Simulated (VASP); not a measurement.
# Si (Fm-3m) in VASP: further runs, part 2 of 3

VASP 6.6.1. The steps go on from the part before.

## Step 3: Relaxation of the atoms, LDA (a relaxed cell with its volume scaled by 1.02)

File INCAR:

```
PREC = Accurate
ENCUT = 600
EDIFF = 1E-7
ISMEAR = 1
SIGMA = 0.1
LREAL = False
LASPH = True
NELM = 80
ALGO = Normal
ISIF = 2
LWAVE = False
LCHARG = False
GGA = CA
IBRION = 2
NSW = 40
EDIFFG = -0.01
```

File KPOINTS:

```
Automatic mesh
0
Gamma
  16 16 16
```

File POSCAR:

```
Si                                      
1.0
   -0.0000000000      1.9207121479      1.9207121479
    1.9207121479      0.0000000000      1.9207121479
    1.9207121479      1.9207121479     -0.0000000000
  Si            
     1
Direct
     0.0000000000000000    1.0000000000000000    0.0000000000000000
```

Potentials or basis: VASP PAW LDA potentials, release 64 (Si).

On the command line:

```console
cat potpaw_LDA.64/Si/POTCAR > POTCAR
mpirun -np 1 vasp_std > vasp.out
```

OUTCAR:

```text
PREC = Accurate
   ENCUT = 600
   EDIFF = 1E-7
   ISMEAR = 1
   LREAL = False
   LASPH = True
   NELM = 80
   ISIF = 2
   GGA = CA
   IBRION = 2
   NSW = 40
   EDIFFG = -0.01

 ion  position               nearest neighbor table
   1  0.000  0.000  0.000-

  LATTYP: Found a face centered cubic cell.
 ALAT       =     3.8414242958

  Lattice vectors:

 A1 = (   0.0000000000,   1.9207121479,   1.9207121479)
 A2 = (   1.9207121479,   0.0000000000,   1.9207121479)
 A3 = (   1.9207121479,   1.9207121479,   0.0000000000)

Analysis of symmetry for initial positions (statically):
=====================================================================
 Subroutine PRICEL returns:
 Original cell was already a primitive cell.

 Routine SETGRP: Setting up the symmetry group for a
 face centered cubic supercell.

 Subroutine GETGRP returns: Found 48 space group operations
 (whereof 48 operations were pure point group operations)
 out of a pool of 48 trial point group operations.

The static configuration has the point symmetry O_h .

Analysis of symmetry for dynamics (positions and initial velocities):
=====================================================================
 Subroutine PRICEL returns:
 Original cell was already a primitive cell.

 Routine SETGRP: Setting up the symmetry group for a
 face centered cubic supercell.

 Subroutine GETGRP returns: Found 48 space group operations
 (whereof 48 operations were pure point group operations)
 out of a pool of 48 trial point group operations.

The dynamic configuration has the point symmetry O_h .

 Subroutine INISYM returns: Found 48 space group operations
 (whereof 48 operations are pure point group operations),
 and found     1 'primitive' translations

----------------------------------------------------------------------------------------

                                     Primitive cell

  volume of cell :      14.1715

  direct lattice vectors                    reciprocal lattice vectors
     0.000000000  1.920712148  1.920712148    -0.260320111  0.260320111  0.260320111
     1.920712148  0.000000000  1.920712148     0.260320111 -0.260320111  0.260320111
     1.920712148  1.920712148  0.000000000     0.260320111  0.260320111 -0.260320111

  length of vectors
     2.716297169  2.716297169  2.716297169     0.450887659  0.450887659  0.450887659

  position of ions in fractional coordinates (direct lattice)
     0.000000000  0.000000000  0.000000000

  ion indices of the primitive-cell ions
   primitive index   ion index
                 1           1

----------------------------------------------------------------------------------------

 KPOINTS: Automatic mesh

Automatic generation of k-mesh.
 Grid dimensions read from file:
 generate k-points for:   16   16   16

 Generating k-lattice:

  Cartesian coordinates                     Fractional coordinates (reciprocal lattice)
    -0.016270007  0.016270007  0.016270007     0.062500000  0.000000000  0.000000000
     0.016270007 -0.016270007  0.016270007     0.000000000  0.062500000  0.000000000
     0.016270007  0.016270007 -0.016270007     0.000000000  0.000000000  0.062500000

  Length of vectors
     0.028180479  0.028180479  0.028180479

  Shift w.r.t. Gamma in fractional coordinates (k-lattice)
     0.000000000  0.000000000  0.000000000

 Subroutine IBZKPT returns following result:
 ===========================================

 Found    145 irreducible k-points:

 Following reciprocal coordinates:
            Coordinates               Weight
  0.000000  0.000000  0.000000      1.000000
  0.062500  0.000000  0.000000      8.000000
  0.125000  0.000000  0.000000      8.000000
  0.187500  0.000000  0.000000      8.000000
  0.250000  0.000000  0.000000      8.000000
  0.312500  0.000000  0.000000      8.000000
[... 16 lines left out ...]
 -0.125000  0.062500  0.000000     24.000000
 -0.062500  0.062500  0.000000     12.000000
 [... further k-points ...]
   k-points           NKPTS =    145   k-points in BZ     NKDIM =    145   number of bands    NBANDS=      6
   number of dos      NEDOS =    301   number of ions     NIONS =      1
   total plane-waves  NPLWV =  13824
   dimension x,y,z NGX =    24 NGY =   24 NGZ =   24
   dimension x,y,z NGXF=    48 NGYF=   48 NGZF=   48
   ions per type =               1
   NGX,Y,Z   is equivalent  to a cutoff of  14.69, 14.69, 14.69 a.u.
   NGXF,Y,Z  is equivalent  to a cutoff of  29.38, 29.38, 29.38 a.u.
 SYSTEM =  unknown system
   PREC   = accura    normal or accurate (medium, high low for compatibility)
   ISTART =      0    job   : 0-new  1-cont  2-samecut
   ICHARG =      2    charge: 1-file 2-atom 10-const
   ISPIN  =      1    spin polarized calculation?
   LNONCOLLINEAR =      F non collinear calculations
   LSORBIT =      F    spin-orbit coupling
   LASPH  =      T    aspherical Exc in radial PAW
   ENCUT  =  600.0 eV  44.10 Ry    6.64 a.u.   5.43  5.43  5.43*2*pi/ulx,y,z
   NELM   =     80;   NELMIN=  2; NELMDL= -5     # of ELM steps
   EDIFF  = 0.1E-06   stopping-criterion for ELM
   LREAL  =      F    real-space projection
   EDIFFG = -.1E-01   stopping-criterion for IOM
   NSW    =     40    number of steps for IOM
   IBRION =      2    ionic relax: 0-MD 1-quasi-New 2-CG
   NFREE  =      1    steps in history (QN), initial steepest desc. (CG)
   ISIF   =      2    stress and relaxation
   ISYM   =      2    0-nonsym 1-usesym 2-fastsym
   POTIM  = 0.5000    time-step for ionic-motion
   TEBEG  =    0.0;   TEEND  =   0.0 temperature during run
   PSTRESS=    0.0 pullay stress
   NELECT =       4.0000    total number of electrons
   NUPDOWN=      -1.0000    fix difference up-down
   EMIN   =  10.00;   EMAX   =-10.00  energy-range for DOS
   EFERMI =   0.00;   METHOD = LEGACY
   ISMEAR =     1;   SIGMA  =   0.10  broadening in eV -4-tet -1-fermi 0-gaus
   EFERMI_NEDOS =   21; number of points for ismear=-14 and -15
   IALGO  =     38    algorithm
   IMIX   =      4    mixing-type and parameters
     AMIX     =   0.40;   BMIX     =  1.00
     AMIX_MAG =   1.60;   BMIX_MAG =  1.00
  volume/ion in A,a.u.               =      14.17        95.63
  Fermi-wavevector in a.u.,A,eV,Ry     =   1.073880  2.029340 15.690496  1.153219
  Thomas-Fermi vector in A             =   2.209692
   LORBIT       =      0    0 simple, 1 ext, 2 COOP (PROOUT), +10 PAW based schemes
   GGA     = CA    functional components
   LHFCALC =     F    Hartree Fock is set to
   AEXX    =    0.0000 exact exchange contribution
   IVDW    =     0    specifies the selected vdW correction
   LEPSILON=     F    determine dielectric tensor
   LRPA    =     F    only Hartree local field effects (RPA)
 conjugate gradient relaxation of ions
 non-spin polarized calculation
 Methfessel and Paxton  Order N= 1 SIGMA  =   0.10
  energy-cutoff  :      600.00
  volume of cell :       14.17
 maximum number of plane-waves:       495
 NGX is ok and might be reduce to    24
   NGX = 11   NGY = 11   NGZ = 11

 number of electron       4.0000000 magnetization

 Free energy of the ion-electron system (eV)
  ---------------------------------------------------
  ext. energy  EPLUGINS =         0.00000000
  ---------------------------------------------------
  free energy    TOTEN  =        -5.50486482 eV

  energy without entropy =       -5.50492036  energy(sigma->0) =       -5.50488333

 E-fermi :  10.4431     XC(G=0): -11.3491

 val. band max:       10.3816793677   @ k =  -0.2500   0.4375   0.1875
 cond. band min:      10.4443305621   @ k =  -0.2500   0.1250   0.0000
 fundamental gap:      0.0626511945
 Fermi energy:        10.4430707447

 k-point     1 :       0.0000    0.0000    0.0000
  band No.  band energies     occupation
      1      -4.1804      2.00000
      2      21.6202      0.00000
      3      21.6202      0.00000
      4      21.6202      0.00000
      5      22.4000      0.00000
      6      22.4000      0.00000

 k-point     2 :       0.0625    0.0000    0.0000
  band No.  band energies     occupation
      1      -4.0653      2.00000
      2      19.6355      0.00000
      3      20.9988      0.00000
      4      20.9988      0.00000
      5      23.1616      0.00000
      6      23.1616      0.00000
[... 181 lines left out ...]
 k-point    23 :      -0.1250    0.0625    0.0000
  band No.  band energies     occupation
      1      -3.4529      2.00000
      2      16.1530      0.00000
      3      18.1550      0.00000
      4      21.2616      0.00000
      5      23.4544      0.00000
      6      24.2019      0.00000

 k-point    24 :      -0.0625    0.0625    0.0000
  band No.  band energies     occupation
      1      -3.8737      2.00000
      2      18.6961      0.00000
      3      18.9295      0.00000
      4      21.6925      0.00000
      5      22.6962      0.00000
      6      23.8218      0.00000

 [... further k-points ...]
[... 5 lines left out ...]
  --------------------------------------------------------------------------------------
  -------------------------------------------------------------------------------------
  Total       -0.1685840     -0.1685840     -0.1685840      0.0000000      0.0000000     -0.0000000
  in kB      -19.0594423    -19.0594423    -19.0594423      0.0000000      0.0000000     -0.0000000
  external PRESSURE =     -19.0594423 kB  Pullay stress =       0.0000000 kB

 VOLUME and BASIS-vectors are now :
 -----------------------------------------------------------------------------
  energy-cutoff  :      600.00
  volume of cell :       14.17
      direct lattice vectors                 reciprocal lattice vectors
     0.000000000  1.920712148  1.920712148    -0.260320111  0.260320111  0.260320111
     1.920712148  0.000000000  1.920712148     0.260320111 -0.260320111  0.260320111
     1.920712148  1.920712148  0.000000000     0.260320111  0.260320111 -0.260320111

 POSITION                                       TOTAL-FORCE (eV/Angst)
 -----------------------------------------------------------------------------------
      0.00000      0.00000      0.00000         0.000000      0.000000      0.000000
 -----------------------------------------------------------------------------------
    total drift:                                0.000000      0.000000      0.000000

  FREE ENERGIE OF THE ION-ELECTRON SYSTEM (eV)
  ---------------------------------------------------
  free  energy   TOTEN  =        -5.5048648214 eV

  energy  without entropy=       -5.5049203570  energy(sigma->0) =       -5.50488333

 reached required accuracy - stopping structural energy minimisation
```

OSZICAR:

```text
N       E                     dE             d eps       ncg     rms          rms(c)
DAV:   1    -0.143594633525E+01   -0.14359E+01   -0.19914E+03  1836   0.581E+02
DAV:   2    -0.548605507125E+01   -0.40501E+01   -0.37701E+01  2352   0.464E+01
DAV:   3    -0.552886022042E+01   -0.42805E-01   -0.42699E-01  2250   0.511E+00
DAV:   4    -0.552892991317E+01   -0.69693E-04   -0.69691E-04  2394   0.220E-01
DAV:   5    -0.552892997349E+01   -0.60320E-07   -0.61737E-07  2238   0.437E-03    0.285E+00
DAV:   6    -0.551330394594E+01    0.15626E-01   -0.51687E-03  1974   0.407E-01    0.158E+00
DAV:   7    -0.550491514123E+01    0.83888E-02   -0.93945E-03  1878   0.548E-01    0.111E-01
DAV:   8    -0.550486489057E+01    0.50251E-04   -0.35701E-05  2598   0.628E-02    0.208E-02
DAV:   9    -0.550486482144E+01    0.69124E-07   -0.29910E-07  2112   0.481E-03
   1 F= -.55048648E+01 E0= -.55048833E+01  d E =-.550486E+01
```

CONTCAR:

```text
Si
   1.00000000000000
     0.0000000000000000    1.9207121479000000    1.9207121479000000
     1.9207121479000000    0.0000000000000000    1.9207121479000000
     1.9207121479000000    1.9207121479000000    0.0000000000000000
  Si
     1
Direct
     0.0000000000000000    0.0000000000000000    0.0000000000000000

  0.00000000E+00  0.00000000E+00  0.00000000E+00
```

Run time: 6.3 s. Hardware: 1 thread of AMD EPYC 9R45 (Zen 5), shared host; peak memory 0.09 GiB.

What came out:

* Free energy: -5.5049 eV
* Pressure after relaxing: -1.9 GPa
* Band gap on the k mesh: none (metal or under the smearing width)

Final structure:
```cif
data_structure
_symmetry_space_group_name_H-M 'P 1'
_symmetry_Int_Tables_number 1
_cell_length_a 2.7163
_cell_length_b 2.7163
_cell_length_c 2.7163
_cell_angle_alpha 60.000
_cell_angle_beta 60.000
_cell_angle_gamma 60.000
_cell_volume 14.17
loop_
_atom_site_label
_atom_site_type_symbol
_atom_site_fract_x
_atom_site_fract_y
_atom_site_fract_z
_atom_site_occupancy
Si1 Si 0.00000 0.00000 0.00000 1
```

Levels at points of the mesh, in eV from the Fermi level:
```
           k point  band 1  band 2  band 3  band 4  band 5
(0.00, 0.00, 0.00)  -14.62   11.18   11.18   11.18   11.96
(0.50, 0.00, 0.00)   -7.69   -7.07    8.59    8.59   10.88
(0.50, 0.50, 0.00)   -5.45   -4.56    3.18    3.18    4.39
```

Caveat: the relaxation stopped at its first step, so nothing moved.

(Part 2 of 3 ends here.)
